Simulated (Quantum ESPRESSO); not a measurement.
# Pb under changes of volume

One of the cells (40.672 Å³/atom); the others are scaled copies at fixed shape and fractional positions:

```
Pb
1.0
     0.00000    3.43900    3.43900
     3.43900    0.00000    3.43900
     3.43900    3.43900    0.00000
Pb
2
Direct
  0.25000 0.25000 0.25000
  0.00000 0.00000 0.00000
```

This isn't the form of Pb at room conditions, which is fcc.

```yaml
Program: Quantum ESPRESSO 7.5
Functional: r2SCAN
Potentials_or_basis: SG15 PBE 1.2
Cutoff: 762 eV
Density_cutoff: 3048 eV
k_mesh: 5 × 5 × 5
Occupations: fermi-dirac, width 0.05 eV
Spin: no spin polarisation
```

| volume (Å³/atom) | energy over the lowest point (meV/atom) | pressure (GPa) |
| --- | --- | --- |
| 38.232 | ? | ? |
| 39.045 | 8.92 | 1.6 |
| 39.859 | 2.56 | 0.9 |
| 40.672 | 0.00 | 0.1 |
| 41.486 | 0.86 | -0.5 |
| 42.299 | 4.77 | -1.1 |
| 43.112 | 11.42 | -1.6 |

Question: What does the run at 38.232 Å³/atom give?

Answer: Energy over the lowest point 19.53 meV/atom; pressure 2.5 GPa.

Worked out: A Birch-Murnaghan fit of order 3 (a polynomial in V^(-2/3)) to the other rows has its minimum at 40.86 Å³/atom with B0 = V·E''(V) = 33 GPa and B' = 4.5. It gives 19.52 meV/atom at 38.232 Å³/atom, against the run's 19.53, and -dE/dV = 2.5 GPa, against 2.5.

Energies are extrapolated to zero smearing.

Caveats: the potentials were made for another functional, which shifts forces and pressure.
